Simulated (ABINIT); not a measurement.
# Si (Fd-3m) in ABINIT: a series of runs

One crystal, Si, is run at these levels: LDA; tasks: relaxation of cell and atoms, single point.

Everything below comes from runs of ABINIT 10.8.3 (patched build). Logs are shortened: lines on timing, memory, paths and dates and some standing lists are left out, and cuts for length are marked. The log counts tension as positive stress, the text compression.

**1. The structure**

It takes space group Fd-3m (No. 227, cubic). The conventional cell has a = 5.444 Å, b = 5.444 Å, c = 5.444 Å, α = 90.00°, β = 90.00°, γ = 90.00°. Si (site symmetry -43m) is surrounded by 4 Si at 2.36 Å.

**2. Relaxation of cell and atoms, LDA**

Contents of run.abi:

```
# Pseudopotentials
pp_dirpath "./"
pseudos "Si.upf"

# Structure
acell 3*1.0
rprim
     0.0000000000     5.1435532945     5.1435532945
     5.1435532945     0.0000000000     5.1435532945
     5.1435532945     5.1435532945     0.0000000000
ntypat 1
znucl 14
natom 2
typat 1 1
chkprim 0
chksymtnons 0
tolsym 1.0e-6
xred
            1/2            1/2            1/2
            3/4            3/4            3/4

# Plane-wave basis
ecut 16.0
ecutsm 0.5

# k points
kptopt 1
ngkpt 6 6 6
nshiftk 1
shiftk 0.0 0.0 0.0

# Exchange and correlation
ixc 7

# Bands and occupations
nband 8
occopt 3
tsmear 0.00183747

# SCF cycle
nstep 80
tolvrs 1.0e-12

# Output
iomode 3
prteig 0
prtebands 0
prtwf 0
prtden 0

# Relaxation
ionmov 2
optcell 2
ntime 50
tolmxf 2.0e-5
dilatmx 1.08
```

Potentials or basis: PseudoDojo NC SR LDA v0.4.1 standard.

Launch:

```bash
abinit run.abi > log 2>&1
```

run.abo:

```text
.Version 10.8.3 of ABINIT
 Symmetries : space group Fd -3 m (#227); Bravais cF (face-center cubic)
================================================================================
 Values of the parameters that define the memory need of the present run
     intxc =       0    ionmov =       2      iscf =       7    lmnmax =       6
     lnmax =       6     mgfft =      30  mpssoang =       3    mqgrid =    3001
     natom =       2  nloc_mem =       1    nspden =       1   nspinor =       1
    nsppol =       1      nsym =      48    n1xccc =    2501    ntypat =       1
    occopt =       3   xclevel =       1
       mpw =        1063          nfft =       27000          nkpt =          16
================================================================================
================================================================================

--------------------------------------------------------------------------------
------------- Echo of variables that govern the present computation ------------
--------------------------------------------------------------------------------
 -outvars: echo values of preprocessed input variables --------
            acell      1.0000000000E+00  1.0000000000E+00  1.0000000000E+00 Bohr
              amu      2.80855000E+01
          chkprim           0
      chksymtnons           0
          dilatmx      1.08000000E+00
             ecut      1.60000000E+01 Hartree
           ecutsm      5.00000000E-01 Hartree
           ionmov           2
              ixc           7
         kptrlatt        6    0    0      0    6    0      0    0    6
          kptrlen      4.36444970E+01
            natom           2
            nband           8
            ngfft          30      30      30
             nkpt          16
            nstep          80
             nsym          48
            ntime          50
           ntypat           1
           occopt           3
          optcell           2
           prtden           0
        prtebands           0
           prteig           0
            prtwf           0
            rprim      0.0000000000E+00  5.1435532945E+00  5.1435532945E+00
                       5.1435532945E+00  0.0000000000E+00  5.1435532945E+00
                       5.1435532945E+00  5.1435532945E+00  0.0000000000E+00
          spgroup         227
           tolmxf      2.00000000E-05
           tolsym      1.00000000E-06
           tolvrs      1.00000000E-12
           tsmear      1.83747000E-03 Hartree
            typat      1  1
           xangst      2.7218511847E+00  2.7218511847E+00  2.7218511847E+00
                       4.0827767770E+00  4.0827767770E+00  4.0827767770E+00
            xcart      5.1435532945E+00  5.1435532945E+00  5.1435532945E+00
                       7.7153299418E+00  7.7153299418E+00  7.7153299418E+00
             xred      5.0000000000E-01  5.0000000000E-01  5.0000000000E-01
                       7.5000000000E-01  7.5000000000E-01  7.5000000000E-01
            znucl       14.00000

================================================================================

 chkinp: Checking input parameters for consistency.

================================================================================
== DATASET  1 ==================================================================

--- !DatasetInfo
iteration_state: {dtset: 1, }
dimensions: {natom: 2, nkpt: 16, mband: 8, nsppol: 1, nspinor: 1, nspden: 1, mpw: 1063, }
cutoff_energies: {ecut:  16.0, pawecutdg:  -1.0, }
electrons: {nelect:   8.00000000E+00, charge:   0.00000000E+00, occopt:   3.00000000E+00, tsmear:   1.83747000E-03, }
meta: {optdriver: 0, ionmov: 2, optcell: 2, iscf: 7, paral_kgb: 0, }
...

 Exchange-correlation functional for the present dataset will be:
  LDA: Perdew-Wang 92 LSD fit to Ceperley-Alder data - ixc=7
  J.P.Perdew and Y.Wang, PRB 45, 13244 (1992)

 Real(R)+Recip(G) space primitive vectors, cartesian coordinates (Bohr,Bohr^-1):
 R(1)=  0.0000000  5.1435533  5.1435533  G(1)= -0.0972091  0.0972091  0.0972091
 R(2)=  5.1435533  0.0000000  5.1435533  G(2)=  0.0972091 -0.0972091  0.0972091
 R(3)=  5.1435533  5.1435533  0.0000000  G(3)=  0.0972091  0.0972091 -0.0972091
 Unit cell volume ucvol=  2.7215714E+02 bohr^3
 Angles (23,13,12)=  6.00000000E+01  6.00000000E+01  6.00000000E+01 degrees

 getcut: wavevector=  0.0000  0.0000  0.0000  ngfft=  30  30  30
         ecut(hartree)=     18.662   => boxcut(ratio)=   2.12313

--- Pseudopotential description ------------------------------------------------
- pspini: atom type   1  psp file is ./Si.upf
  14.00000   4.00000  180309                  znucl, zion, pspdat
12 -1012 2 -1 1510                            pspcod,pspxc,lmax,lloc,mmax
     nproj     2     2     2

   1.06720633E+02                                ecore*ucvol(ha*bohr**3)
--------------------------------------------------------------------------------

================================================================================

=== [ionmov= 2] Broyden-Fletcher-Goldfarb-Shanno method (forces)
================================================================================

--- Iteration: ( 1/50) Internal Cycle: (1/1)
--------------------------------------------------------------------------------

---SELF-CONSISTENT-FIELD CONVERGENCE--------------------------------------------

--- !BeginCycle
iteration_state: {dtset: 1, itime: 1, icycle: 1, }
solver: {iscf: 7, nstep: 80, nline: 4, wfoptalg: 0, }
tolerances: {tolvrs: 1.00E-12, }
...

     iter   Etot(hartree)      deltaE(h)  residm     vres2
 ETOT  1  -8.5168357289321    -8.517E+00 2.472E-02 1.126E+01
 ETOT  2  -8.5240476846627    -7.212E-03 4.154E-03 3.386E-01
 ETOT  3  -8.5241073070528    -5.962E-05 3.703E-04 7.098E-03
 ETOT  4  -8.5241080568310    -7.498E-07 3.842E-04 1.747E-05
 ETOT  5  -8.5241080581088    -1.278E-09 4.055E-05 2.784E-08
 ETOT  6  -8.5241080581110    -2.263E-12 9.926E-05 2.227E-10
 ETOT  7  -8.5241080581111    -1.599E-14 1.941E-05 6.609E-13

 At SCF step    7       vres2   =  6.61E-13 < tolvrs=  1.00E-12 =>converged.

 Cartesian components of stress tensor (hartree/bohr^3)
  sigma(1 1)=  8.24568038E-05  sigma(3 2)=  0.00000000E+00
  sigma(2 2)=  8.24568038E-05  sigma(3 1)=  0.00000000E+00
  sigma(3 3)=  8.24568038E-05  sigma(2 1)=  0.00000000E+00

--- !ResultsGS
iteration_state: {dtset: 1, itime: 1, icycle: 1, }
comment   : Summary of ground state results
lattice_vectors:
- [  0.0000000,   5.1435533,   5.1435533, ]
- [  5.1435533,   0.0000000,   5.1435533, ]
- [  5.1435533,   5.1435533,   0.0000000, ]
lattice_lengths: [   7.27408,    7.27408,    7.27408, ]
lattice_angles: [ 60.000,  60.000,  60.000, ] # degrees, (23, 13, 12)
lattice_volume:   2.7215714E+02
convergence: {deltae: -1.599E-14, res2:  6.609E-13, residm:  1.941E-05, diffor: null, }
etotal    :  -8.52410806E+00
entropy   :   0.00000000E+00
fermie    :   1.80748864E-01
cartesian_stress_tensor: # hartree/bohr^3
- [  8.24568038E-05,   0.00000000E+00,   0.00000000E+00, ]
- [  0.00000000E+00,   8.24568038E-05,   0.00000000E+00, ]
- [  0.00000000E+00,   0.00000000E+00,   8.24568038E-05, ]
pressure_GPa:  -2.4260E+00
xred      :
- [  5.0000E-01,   5.0000E-01,   5.0000E-01, Si]
- [  7.5000E-01,   7.5000E-01,   7.5000E-01, Si]
cartesian_forces: # hartree/bohr
- [ -0.00000000E+00,  -0.00000000E+00,  -0.00000000E+00, ]
- [ -0.00000000E+00,  -0.00000000E+00,  -0.00000000E+00, ]
force_length_stats: {min:   0.00000000E+00, max:   0.00000000E+00, mean:   0.00000000E+00, }
...
[... 290 lines left out ...]
 Cartesian coordinates (xcart) [bohr]
  5.09817455858579E+00  5.09817455858579E+00  5.09817455858579E+00
  7.64726183787868E+00  7.64726183787868E+00  7.64726183787868E+00
 Reduced coordinates (xred)
  5.00000000000000E-01  5.00000000000000E-01  5.00000000000000E-01
  7.50000000000000E-01  7.50000000000000E-01  7.50000000000000E-01
 Cartesian forces (fcart) [Ha/bohr]; max,rms= 0.00000E+00 0.00000E+00 (free atoms)
 -0.00000000000000E+00 -0.00000000000000E+00 -0.00000000000000E+00
 -0.00000000000000E+00 -0.00000000000000E+00 -0.00000000000000E+00
 Gradient of E wrt nuclear positions in reduced coordinates (gred)
  0.00000000000000E+00  0.00000000000000E+00  0.00000000000000E+00
  0.00000000000000E+00  0.00000000000000E+00  0.00000000000000E+00
 Scale of Primitive Cell (acell) [bohr]
  7.20990760409749E+00  7.20990760409749E+00  7.20990760409749E+00
 Real space primitive translations (rprimd) [bohr]
  0.00000000000000E+00  5.09817455858579E+00  5.09817455858579E+00
  5.09817455858579E+00  0.00000000000000E+00  5.09817455858579E+00
  5.09817455858579E+00  5.09817455858579E+00  0.00000000000000E+00
 Unitary Cell Volume (ucvol) [Bohr^3]=  2.65017223567165E+02
 Angles (23,13,12)= [degrees]
  6.00000000000000E+01  6.00000000000000E+01  6.00000000000000E+01
 Lengths [Bohr]
  7.20990760409749E+00  7.20990760409749E+00  7.20990760409749E+00
 Stress tensor in cartesian coordinates (strten) [Ha/bohr^3]
  5.42132846394986E-08  0.00000000000000E+00  0.00000000000000E+00
  0.00000000000000E+00  5.42132846388481E-08  0.00000000000000E+00
  0.00000000000000E+00  0.00000000000000E+00  5.42132846392818E-08
 Total energy (etotal) [Ha]= -8.52440952704390E+00

 Difference of energy with previous step (new-old):
           Absolute (Ha)=-2.04636E-07
           Relative     =-2.40059E-08

 At Broyd/MD step   4, gradients are converged :
  max grad (force/stress) = 5.4213E-06 < tolmxf= 2.0000E-05 ha/bohr (free atoms)

================================================================================

 ----iterations are completed or convergence reached----

 Mean square residual over all n,k,spin=   23.894E-12; max=  30.484E-10
 reduced coordinates (array xred) for    2 atoms
       0.500000000000      0.500000000000      0.500000000000
       0.750000000000      0.750000000000      0.750000000000
 rms dE/dt=  0.0000E+00; max dE/dt=  0.0000E+00; dE/dt below (all hartree)
    1       0.000000000000      0.000000000000      0.000000000000
    2       0.000000000000      0.000000000000      0.000000000000

 cartesian coordinates (angstrom) at end:
    1      2.69783779177882     2.69783779177882     2.69783779177882
    2      4.04675668766822     4.04675668766822     4.04675668766822

 cartesian forces (hartree/bohr) at end:
    1     -0.00000000000000    -0.00000000000000    -0.00000000000000
    2     -0.00000000000000    -0.00000000000000    -0.00000000000000
 frms,max,avg= 0.0000000E+00 0.0000000E+00   0.000E+00  0.000E+00  0.000E+00 h/b

 cartesian forces (eV/Angstrom) at end:
    1     -0.00000000000000    -0.00000000000000    -0.00000000000000
    2     -0.00000000000000    -0.00000000000000    -0.00000000000000
 frms,max,avg= 0.0000000E+00 0.0000000E+00   0.000E+00  0.000E+00  0.000E+00 e/A
 length scales=  7.209907604097  7.209907604097  7.209907604097 bohr
              =  3.815318794216  3.815318794216  3.815318794216 angstroms
 Fermi (or HOMO) energy (hartree) =   0.18882   Average Vxc (hartree)=  -0.34962
 Eigenvalues (hartree) for nkpt=  16  k points:
 kpt#   1, nband=  8, wtk=  0.00463, kpt=  0.0000  0.0000  0.0000 (reduced coord)
  -0.26530    0.17923    0.17923    0.17923    0.27258    0.27258    0.27258    0.30384
      occupation numbers for kpt#   1
   2.00000    1.98925    1.98925    1.98925    0.00000    0.00000    0.00000    0.00000
 prteigrs : prtvol=0 or 1, do not print more k-points.

--- !EnergyTerms
iteration_state     : {dtset: 1, itime: 4, icycle: 1, }
comment             : Components of total free energy in Hartree
kinetic             :  3.10699476978640E+00
hartree             :  5.41587882384383E-01
xc                  : -3.11094131223827E+00
Ewald energy        : -8.45290483052602E+00
psp_core            :  4.02693197948625E-01
local_psp           : -2.32919014232229E+00
non_local_psp       :  1.31735469683881E+00
internal            : -8.52440573812837E+00
'-kT*entropy'       : -3.78891553587368E-06
total_energy        : -8.52440952704390E+00
total_energy_eV     : -2.31961000159312E+02
band_energy         : -7.33252473077132E-02
...

 Cartesian components of stress tensor (hartree/bohr^3)
  sigma(1 1)=  5.42132846E-08  sigma(3 2)=  0.00000000E+00
  sigma(2 2)=  5.42132846E-08  sigma(3 1)=  0.00000000E+00
  sigma(3 3)=  5.42132846E-08  sigma(2 1)=  0.00000000E+00

-Cartesian components of stress tensor (GPa)         [Pressure= -1.5950E-03 GPa]
- sigma(1 1)=  1.59500990E-03  sigma(3 2)=  0.00000000E+00
- sigma(2 2)=  1.59500990E-03  sigma(3 1)=  0.00000000E+00
- sigma(3 3)=  1.59500990E-03  sigma(2 1)=  0.00000000E+00

== END DATASET(S) ==============================================================
================================================================================

 -outvars: echo values of variables after computation  --------
            acell      7.2099076041E+00  7.2099076041E+00  7.2099076041E+00 Bohr
           etotal     -8.5244095270E+00
            fcart     -0.0000000000E+00 -0.0000000000E+00 -0.0000000000E+00
                      -0.0000000000E+00 -0.0000000000E+00 -0.0000000000E+00
            rprim      0.0000000000E+00  7.0710678119E-01  7.0710678119E-01
                       7.0710678119E-01  0.0000000000E+00  7.0710678119E-01
                       7.0710678119E-01  7.0710678119E-01  0.0000000000E+00
           strten      5.4213284639E-08  5.4213284639E-08  5.4213284639E-08
                       0.0000000000E+00  0.0000000000E+00  0.0000000000E+00
           xangst      2.6978377918E+00  2.6978377918E+00  2.6978377918E+00
                       4.0467566877E+00  4.0467566877E+00  4.0467566877E+00
             xred      5.0000000000E-01  5.0000000000E-01  5.0000000000E-01
                       7.5000000000E-01  7.5000000000E-01  7.5000000000E-01
 Calculation completed.
```

Run time: 15 s. Hardware: 1 thread of Intel Xeon Platinum 8259CL at 2.50GHz (Skylake/Cascade Lake), shared host; peak memory 0.06 GiB.

Results:

- Free energy: -231.9610 eV
- Relaxed volume: 19.64 Å³/atom
- Relaxed cell: a = 3.815 Å, b = 3.815 Å, c = 3.815 Å, α = 60.00°, β = 60.00°, γ = 60.00°
- Space group after relaxing (to 0.05 Å): Fd-3m (No. 227)
- Energy gained by relaxing: 4.1 meV/atom
- Ionic steps: 4
- Pressure after relaxing: 0.0 GPa
- Band gap on the k mesh: 0.58 eV, indirect (least direct gap 2.54 eV)

Step by step:
```
step  energy change (eV)  largest force (eV/Å)  pressure (GPa)  volume (Å³)
   1              0.0000                0.0000           -2.43        40.33
   2             -0.0039                0.0000           -1.78        40.03
   3             -0.0082                0.0000            0.07        39.24
   4             -0.0082                0.0000            0.00        39.27
```

Final structure:
```
Si
1.0
     0.00000    2.69784    2.69784
     2.69784    0.00000    2.69784
     2.69784    2.69784    0.00000
Si
2
Direct
  0.50000 0.50000 0.50000
  0.75000 0.75000 0.75000
```

**3. Single point, LDA (cell relaxed)**

Contents of run.abi:

```
pp_dirpath "./"
pseudos "Si.upf"

acell 3.8153187917 3.8153187917 3.8153187917 Angstrom
rprim
     0.0000000000     0.7071067812     0.7071067812
     0.7071067812     0.0000000000     0.7071067812
     0.7071067812     0.7071067812     0.0000000000
ntypat 1
znucl 14
natom 2
typat 1 1
xred
     0.5000000000     0.5000000000     0.5000000000
     0.7500000000     0.7500000000     0.7500000000
chkprim 0
chksymtnons 0
tolsym 1.0e-6

ecut 16.0

kptopt 1
ngkpt 6 6 6
nshiftk 1
shiftk 0.0 0.0 0.0

ixc 7

nband 8
occopt 3
tsmear 0.00183747

nstep 100
tolvrs 1.0e-10

iomode 3
prtwf 0
prtden 0
prteig 0
prtebands 0
enunit 2
prtvol 2
```

Potentials or basis: PseudoDojo NC SR LDA v0.4.1 standard.

Launch:

```bash
abinit run.abi > log 2>&1
```

Wall time 4.2 s (1 thread of Intel Xeon Platinum 8259CL at 2.50GHz (Skylake/Cascade Lake), shared host); peak memory 0.07 GiB.

It converged, with:

* Free energy: -231.9612 eV
* Pressure: 0.0 GPa
* Band gap on the k mesh: 0.58 eV, indirect (least direct gap 2.54 eV)
* Valence electrons inside the program's atomic spheres: Si 1.79 (radii [1.0584] Å)

Levels at points of the mesh, in eV from the valence-band top:
```csv
k point,band 1,band 2,band 3,band 4,band 5,band 6,band 7,band 8
"(0.00, 0.00, 0.00)",-12.10,0.00,0.00,0.00,2.54,2.54,2.54,3.39
"(0.50, 0.00, 0.00)",-9.71,-7.08,-1.21,-1.21,1.49,3.30,3.30,7.56
"(0.50, 0.50, 0.00)",-7.89,-7.89,-2.90,-2.90,0.58,0.58,10.14,10.14
```

**4. Single point, LDA**

Contents of run.abi:

```
# Pseudopotentials
pp_dirpath "./"
pseudos "Si.upf"

# Structure
acell 3*1.0 Angstrom
rprim
     0.0000000000     2.7218511865     2.7218511865
     2.7218511865     0.0000000000     2.7218511865
     2.7218511865     2.7218511865     0.0000000000
ntypat 1
znucl 14
natom 2
typat 1 1
xred
     0.5000000000     0.5000000000     0.5000000000
     0.7500000000     0.7500000000     0.7500000000

# Plane-wave basis
ecut 14.0

# k points
kptopt 1
ngkpt 6 6 6
nshiftk 1
shiftk 0.0 0.0 0.0

# Exchange and correlation
ixc 7

# Bands and occupations
nband 8
occopt 3
tsmear 0.00183747

# SCF cycle
nstep 100
tolvrs 1.0e-10

# Output
iomode 3
prtwf 0
prtden 0
prteig 0
prtebands 0
prtvol 2
```

Launch:

```bash
abinit run.abi > log 2>&1
```

Wall time 3.3 s (1 thread of Intel Xeon Platinum 8259CL at 2.50GHz (Skylake/Cascade Lake), shared host); peak memory 0.07 GiB.

The run converged. Its results:

| Property | Result |
| --- | --- |
| Free energy | -231.9507 eV |
| Pressure | -2.5 GPa |
| Band gap on the k mesh | 0.63 eV, indirect (least direct gap 2.53 eV) |
| Valence electrons inside the program's atomic spheres | Si 1.81, 1.76 (radii [1.0584] Å) |

Levels at points of the mesh, in eV from the valence-band top:
```
           k point  band 1  band 2  band 3  band 4  band 5  band 6  band 7  band 8
(0.00, 0.00, 0.00)  -11.92    0.00    0.00    0.00    2.53    2.53    2.53    3.09
(0.50, 0.00, 0.00)   -9.60   -6.96   -1.19   -1.19    1.39    3.31    3.31    7.52
(0.50, 0.50, 0.00)   -7.80   -7.80   -2.83   -2.83    0.63    0.63    9.91    9.91
```

A k mesh can miss the band edges. As with any semilocal functional, this LDA gap is likely too small.

**5. Summary**

| task | cell | cutoff (eV) | cell freedom (optcell) | optimiser (ionmov) | cutoff smearing ecutsm (Ha) | force stop (Ha/bohr) | gap on the mesh (eV) | pressure (GPa) |
| --- | --- | --- | --- | --- | --- | --- | --- | --- |
| relaxation of cell and atoms | relaxed | 435 | 2 | 2 | 0.5 | 2e-05 | 0.58 | 0.0 |
| single point | cell relaxed | 435 | - | - | - | - | 0.58 | 0.0 |
| single point | as given | 381 | - | - | - | - | 0.63 | -2.5 |

Alike in all rows: level LDA; potentials or basis PseudoDojo NC SR LDA v0.4.1 standard; no spin polarisation; k mesh 6 × 6 × 6; smearing fermi-dirac 0.05 eV.

Total energies depend on the potentials used, so only differences within one code and one set of settings carry meaning.
